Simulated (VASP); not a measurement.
Set up this calculation in VASP 6.6.1, as the native input.

```
Task                   : relaxation of cell and atoms
Functional             : LDA
Potentials or basis    : VASP PAW LDA potentials, release 64 (Ti_sv, O)
Cutoff                 : 600 eV
k mesh                 : 10 × 10 × 10
Occupations            : gaussian, width 0.03 eV
Spin                   : no spin polarisation
Further INCAR settings : ALGO = Normal; EDIFF = 1e-06; IBRION = 2; EDIFFG = -0.01; NSW = 90; ISIF = 3
```

The structure of TiO2 (Anatase) lies in POSCAR:

```
TiO2
1.0
   -1.8921000000      1.8921000000      4.7573000000
    1.8921000000     -1.8921000000      4.7573000000
    1.8921000000      1.8921000000     -4.7573000000
Ti O
2 4
Direct
    0.0000000000      0.0000000000      0.0000000000
    0.7500000000      0.2500000000      0.5000000000
    0.2081000000      0.2081000000      0.0000000000
    0.9581000000      0.4581000000      0.5000000000
    0.5419000000      0.0419000000      0.5000000000
    0.7919000000      0.7919000000      0.0000000000
```

The input as run:

INCAR

```
SYSTEM = TiO2
PREC     = Accurate       ! precision mode
ENCUT    = 600            ! plane-wave cutoff, eV
EDIFF    = 1E-6           ! SCF threshold, eV
ISMEAR   = 0              ! smearing method
SIGMA    = 0.03           ! smearing width, eV
LREAL    = .False.        ! projectors in reciprocal space
LASPH    = .True.         ! aspherical terms in the spheres
NELM     = 80             ! most SCF steps
ALGO     = Normal         ! electronic algorithm
ISIF     = 3              ! what is computed and relaxed
LWAVE    = .False.        ! write WAVECAR
LCHARG   = .False.        ! write CHGCAR
IBRION   = 2              ! ionic algorithm
NSW      = 90             ! ionic steps
EDIFFG   = -0.01          ! ionic threshold
KPAR     = 2
```

KPOINTS

```
regular mesh
0
Gamma
  10 10 10
  0 0 0
```

Potentials or basis: VASP PAW LDA potentials, release 64 (Ti_sv, O).

Launch:

```console
$ cat potpaw_LDA.64/Ti_sv/POTCAR potpaw_LDA.64/O/POTCAR > POTCAR
$ mpirun -np 2 vasp_std > vasp.out
```

Results of the run:

```yaml
Relaxed_volume: 11.06 Å³/atom
Relaxed_cell: a = 5.420 Å, b = 5.420 Å, c = 5.420 Å, α = 139.57°, β = 139.57°, γ = 58.50°
Space_group_after_relaxing_to_0.05_Å: I4_1/amd (No. 141)
Energy_gained_by_relaxing: 5.6 meV/atom
Ionic_steps: 6
Pressure_after_relaxing: 0.1 GPa
Largest_force_after_relaxing: 0.003 eV/Å
Band_gap_on_the_k_mesh: 2.06 eV, indirect (least direct gap 2.41 eV)
```

It took 5.5 min on 2 MPI ranks on Intel(R) Xeon(R) 6975P-C (Granite Rapids), with other jobs on the host, peak memory 0.39 GiB a rank.
